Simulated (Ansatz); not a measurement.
# Be (P6_3/mmc) in Ansatz: notebook

One crystal, Be, is run at these levels: PBE; tasks: single point.

Everything below comes from runs of Ansatz 0.2.0. Logs are shortened: lines on timing, memory, paths and dates and some standing lists are left out, and cuts for length are marked.

## Step 1: The structure

Symmetry: P6_3/mmc, No. 194, hexagonal system. Conventional cell: a = 2.285 Å, b = 2.285 Å, c = 3.584 Å, α = 90.00°, β = 90.00°, γ = 120.00°. Around Be (site symmetry -6m2) lie 12 Be at 2.23 to 2.29 Å.

## Step 2: Single point, PBE, 7.62 Å³/atom (volume scaled by 0.94)

Contents of input.yaml:

```yaml
crystal:
  lattice:
    - [2.2386481342, 0.0, 0.0]
    - [-1.1193240671, 1.9387261544, 0.0]
    - [0.0, 0.0, 3.5110325309]
  atoms:
    - { symbol: Be, position: [0.6666666667, 0.3333333333, 0.75] }
    - { symbol: Be, position: [0.3333333333, 0.6666666667, 0.25] }
kpoints:
  mp_grid: { grid: [13, 13, 8] }
scf:
  occupations: { method: fermi_dirac, width: 0.05 }
hamiltonian:
  xc: pbe
  pseudopotentials: { kind: all_electron, lapw: { basis_error: 0.0005 } }
output:
  forces: true
  stress: true
  eigenvalues: true
```

Potentials or basis: all-electron LAPW, scalar-relativistic.

Command:

```bash
> ansatz run input.yaml --threads 1 --pin off --max-ram 2560MiB --backend cpu --events-out ev --progress --plain --runs-dir out
```

Log:

```text
Warning: RAYON_NUM_THREADS=1 ignored (pool sized by the plan → 1); use --threads N
LAPW: plane waves up to 6.714 Å⁻¹, error target 5.0e-4 eV per atom; small_component_spin mean_spin; Be in spheres of 1.090 Å, 4 of its electrons in bands, Dirac shells [] (how accurate: hamiltonian.pseudopotentials.lapw.basis_error, Limitations)
Engine: ansatz 0.2.0, x86_64-unknown-linux-gnu
Pseudopotentials: kind: all_electron
Pseudopotential: Be, LAPW, valence charge 4, lapw/all_electron/scalar/gaussian/Be, Koelling and Harmon's equation, gaussian nucleus
Functional definition: PBE
  parameter kappa = 0.804
  parameter beta = 0.06672455060314922
  exchange = pbe_x(kappa = kappa, mu = beta*pi^2/3)
  correlation = pbe_c(beta = beta)
Crystal: 2 atoms, lattice volume = 15.238 Å³
Basis set: ecut = 171.74244325633234 eV, 85 PW (Γ), exchange–correlation at level 2
Bands: 8, of which v1, the nominal top of the filled ones, is band 4 counted from 1 (3 counted from 0)
Symmetry: 24 space group operations
Space group: P63/mmc (ITA 194), of the structure as read, at distance tolerance 2.5e-5 Å
k-points: 105 of 1352
Non-local potential: Be, projectors of the file, none
Initial density: superposition of atomic densities (chi_scale 0.1, normalization cell)
Initial wavefunctions: plane waves of lowest kinetic energy (no species holds an atomic orbital)
Functional: x = pbe(κ = 0.804, μ = 0.2195149727645171), c = pbe(β = 0.06672455060314922)
iter 1 solved again at ethr=2.99e-4 eV; its pass at ethr=1.00e-1 eV (dr2=2.39e-2 eV) is discarded
SCF iter   1: F=—  HF=-803.828373 eV  |F-HF|=—  |Δ(HF+E_count)|=         —  Δρ=1.41e-2  dr2=2.38e-2  ethr=2.99e-4  ⟨swp⟩=3.0  Hψ=7622  notcnv=0
preconditioner: auto → none  [insulator: Δε(μ)=0.166 eV  Ē_g=13.238 eV  σ=0.050 eV  W_gap=0.68  n_scr=2 (ndim 8)  ℏωp=19.0 eV  f_vac=0.000  D(μ)=0.11/eV (n_scr^D=0)  ε∞_Penn≈3.1]
SCF iter   2: F=—  HF=-803.815639 eV  |F-HF|=—  |Δ(HF+E_count)|=   1.27e-2  Δρ=6.60e-3  dr2=5.16e-3  ethr=2.98e-4  ⟨swp⟩=2.0  Hψ=2054  notcnv=0
iter 3 solved again at ethr=3.60e-8 eV; its pass at ethr=6.45e-5 eV (dr2=2.88e-6 eV) is discarded
SCF iter   3: F=—  HF=-803.813067 eV  |F-HF|=—  |Δ(HF+E_count)|=   2.57e-3  Δρ=1.78e-4  dr2=2.72e-6  ethr=3.60e-8  ⟨swp⟩=2.9  Hψ=3916  notcnv=0
SCF iter   4: F=—  HF=-803.813073 eV  |F-HF|=—  |Δ(HF+E_count)|=         —  Δρ=1.91e-5  dr2=2.51e-8  ethr=3.40e-8  ⟨swp⟩=2.0  Hψ=2045  notcnv=0
the basis was enlarged: its passes take 32.5 KiB over the memory plan, 1 of 1 planned eigensolver slots
SCF iter   5: F=-803.813073 eV  HF=-803.813073 eV  |F-HF|=4.17e-10  |Δ(HF+E_count)|=   1.24e-7  Δρ=1.34e-6  dr2=1.23e-10  ethr=3.14e-10  ⟨swp⟩=2.4  Hψ=2098  notcnv=0
SCF 1 converged in 5 iterations: F = -803.813073 eV  dr2 = 1.23e-10
SCF converged after 5 iterations
Free energy (F): -803.813073 eV
Harris-Foulkes:  -803.813073 eV  (|F-HF|=4.17e-10)
Internal energy: -803.812086 eV  (E = F + TS)
E sigma→0 (E₀):  -803.812579 eV
Entropy (-TS):   -0.000988 eV (-0.494 meV/atom)
Fermi energy:    8.810837 eV
--- Per-component energies (eV) ---
  E_band       = -348.576082
  E_kinetic    = 800.219550
  E_xc         = -159.258223
  E_electrostatic = -1444.773413  (all electrons and nuclei)
  E_smearing   = -0.000988  (= −TS)
  E_closure    = 0.000000  (closes the sum)
  E_atoms      = -796.361429  (free atoms, spherical and without spin; not in F)
  Σ components = -803.813073   (vs F -803.813073, Δ=0.00e0)
  Basis errors (estimates in eV, not in F): energy 3.8e-4 per atom: plane waves 3.6e-4 (2.0e-4 summed), levels above the bands 1.1e-96, relativity 3.5e-9, radial functions 2.5e-5, core shells 0.0e0; eigenvalues (radial functions only) 4.7e-6; not estimated: angular momenta, meshes, grids; target (lapw.basis_error) 5.0e-4; muffin-tin radii Be 1.090 Å
--- Forces (eV/Å), atoms counted from 1 ---
  atom   1  Be    -0.00000000    -0.00000000    -0.00000000
  atom   2  Be    -0.00000000     0.00000000     0.00000000
  max |Σ_I F_I| component: 5.55e-17 eV/Å
--- Stress (GPa, compression-positive) ---
        4.945730       0.000000       0.000000
       -0.000000       4.945730       0.000000
        0.000000       0.000000       4.958498
  P = ⅓ Tr σ = 4.9500 GPa (49.500 kbar)
--- Band table (eV; the first three rows and the last of 105) ---
  k-point 0: bands = ["-90.9888", "-90.9559", "-2.5689", "4.4448", "10.2910", "25.3671", "25.3671", "28.3169"]
  k-point 1: bands = ["-90.9876", "-90.9571", "-2.4311", "3.7004", "11.3623", "25.4953", "25.4953", "28.2733"]
  k-point 2: bands = ["-90.9840", "-90.9607", "-2.0173", "2.2705", "13.7644", "25.8653", "25.8653", "26.9796"]
  k-point 104: bands = ["-90.9545", "-90.9545", "7.2611", "7.2611", "9.8663", "9.8663", "15.7107", "15.7107"]
```

Wall time 1.7 s (1 thread of Intel Xeon 6975P-C (Granite Rapids), shared host); peak memory 0.3 GiB.

Results:

```
Free energy            : -803.8131 eV
Pressure               : 4.9 GPa
Band gap on the k mesh : none (metal or under the smearing width)
```

## Step 3: Single point, PBE, 7.78 Å³/atom (volume scaled by 0.96)

Changes to input.yaml since step 2:

```diff
@@ -2,5 +2,5 @@
   lattice:
-    - [2.2386481342, 0.0, 0.0]
-    - [-1.1193240671, 1.9387261544, 0.0]
-    - [0.0, 0.0, 3.5110325309]
+    - [2.2544137814, 0.0, 0.0]
+    - [-1.1272068907, 1.9523796054, 0.0]
+    - [0.0, 0.0, 3.5357589267]
   atoms:
```

Potentials or basis: all-electron LAPW, scalar-relativistic.

Command:

```bash
> ansatz run input.yaml --threads 1 --pin off --max-ram 2560MiB --backend cpu --events-out ev --progress --plain --runs-dir out
```

Wall time 2.1 s (1 thread of Intel Xeon 6975P-C (Granite Rapids), shared host); peak memory 0.29 GiB.

Results (log left out):

| Item | Value |
| --- | --- |
| Free energy | -803.8201 eV |
| Pressure | 2.1 GPa |
| Band gap on the k mesh | none (metal or under the smearing width) |

## Step 4: Single point, PBE, 7.94 Å³/atom (volume scaled by 0.98)

Changes to input.yaml since step 3:

```diff
@@ -2,5 +2,5 @@
   lattice:
-    - [2.2544137814, 0.0, 0.0]
-    - [-1.1272068907, 1.9523796054, 0.0]
-    - [0.0, 0.0, 3.5357589267]
+    - [2.269961954, 0.0, 0.0]
+    - [-1.134980977, 1.9658447178, 0.0]
+    - [0.0, 0.0, 3.5601442416]
   atoms:
```

Command:

```bash
> ansatz run input.yaml --threads 1 --pin off --max-ram 2560MiB --backend cpu --events-out ev --progress --plain --runs-dir out
```

Wall time 1.8 s (1 thread of Intel Xeon 6975P-C (Granite Rapids), shared host); peak memory 0.3 GiB.

The run converged. Its results:

```
Free energy            : -803.8217 eV
Pressure               : -0.5 GPa
Band gap on the k mesh : none (metal or under the smearing width)
```

## Step 5: Single point, PBE, 8.11 Å³/atom

Changes to input.yaml since step 4:

```diff
@@ -2,5 +2,5 @@
   lattice:
-    - [2.269961954, 0.0, 0.0]
-    - [-1.134980977, 1.9658447178, 0.0]
-    - [0.0, 0.0, 3.5601442416]
+    - [2.2853, 0.0, 0.0]
+    - [-1.14265, 1.9791278553, 0.0]
+    - [0.0, 0.0, 3.5842]
   atoms:
```

Command:

```bash
> ansatz run input.yaml --threads 1 --pin off --max-ram 2560MiB --backend cpu --events-out ev --progress --plain --runs-dir out
```

Run time: 2 s. Hardware: 1 thread of Intel Xeon 6975P-C (Granite Rapids), shared host; peak memory 0.29 GiB.

The run converged. Its results:

```
Free energy            : -803.8183 eV
Pressure               : -2.8 GPa
Band gap on the k mesh : none (metal or under the smearing width)
```

## Step 6: Single point, PBE, 8.27 Å³/atom (volume scaled by 1.02)

Changes to input.yaml since step 5:

```diff
@@ -2,5 +2,5 @@
   lattice:
-    - [2.2853, 0.0, 0.0]
-    - [-1.14265, 1.9791278553, 0.0]
-    - [0.0, 0.0, 3.5842]
+    - [2.3004348782, 0.0, 0.0]
+    - [-1.1502174391, 1.9922350443, 0.0]
+    - [0.0, 0.0, 3.6079371156]
   atoms:
```

Potentials or basis: all-electron LAPW, scalar-relativistic.

Command:

```bash
> ansatz run input.yaml --threads 1 --pin off --max-ram 2560MiB --backend cpu --events-out ev --progress --plain --runs-dir out
```

Wall time 1.7 s (1 thread of Intel Xeon 6975P-C (Granite Rapids), shared host); peak memory 0.3 GiB.

Results (log left out):

| Quantity | Value |
| --- | --- |
| Free energy | -803.8103 eV |
| Pressure | -5.0 GPa |
| Band gap on the k mesh | none (metal or under the smearing width) |

## Step 7: Single point, PBE, 8.43 Å³/atom (volume scaled by 1.04)

Changes to input.yaml since step 6:

```diff
@@ -2,5 +2,5 @@
   lattice:
-    - [2.3004348782, 0.0, 0.0]
-    - [-1.1502174391, 1.9922350443, 0.0]
-    - [0.0, 0.0, 3.6079371156]
+    - [2.3153731856, 0.0, 0.0]
+    - [-1.1576865928, 2.005171998, 0.0]
+    - [0.0, 0.0, 3.6313659352]
   atoms:
```

Command:

```bash
> ansatz run input.yaml --threads 1 --pin off --max-ram 2560MiB --backend cpu --events-out ev --progress --plain --runs-dir out
```

It took 1.7 s on 1 thread of Intel Xeon 6975P-C (Granite Rapids), shared host; peak memory 0.3 GiB.

It converged, with:

- Free energy: -803.7980 eV
- Pressure: -7.0 GPa
- Band gap on the k mesh: none (metal or under the smearing width)

## Step 8: Single point, PBE, 8.59 Å³/atom (volume scaled by 1.06)

Changes to input.yaml since step 7:

```diff
@@ -2,5 +2,5 @@
   lattice:
-    - [2.3153731856, 0.0, 0.0]
-    - [-1.1576865928, 2.005171998, 0.0]
-    - [0.0, 0.0, 3.6313659352]
+    - [2.3301211831, 0.0, 0.0]
+    - [-1.1650605915, 2.0179441385, 0.0]
+    - [0.0, 0.0, 3.6544962781]
   atoms:
```

Command:

```bash
> ansatz run input.yaml --threads 1 --pin off --max-ram 2560MiB --backend cpu --events-out ev --progress --plain --runs-dir out
```

Run time: 2.1 s. Hardware: 1 thread of Intel Xeon 6975P-C (Granite Rapids), shared host; peak memory 0.3 GiB.

It converged, with:

```
Free energy            : -803.7819 eV
Pressure               : -8.8 GPa
Band gap on the k mesh : none (metal or under the smearing width)
```

## Step 9: For comparison

An earlier run on the cell as given: functional PBE; potentials or basis all-electron LAPW, scalar-relativistic; cutoff 140 eV (chosen from the basis error); basis error allowed 0.001 eV/atom; k mesh 13 × 13 × 8; occupations fermi-dirac, width 0.05 eV; no spin polarisation.

* Pressure: -2.8 GPa
* Band gap on the k mesh: none (metal or under the smearing width)
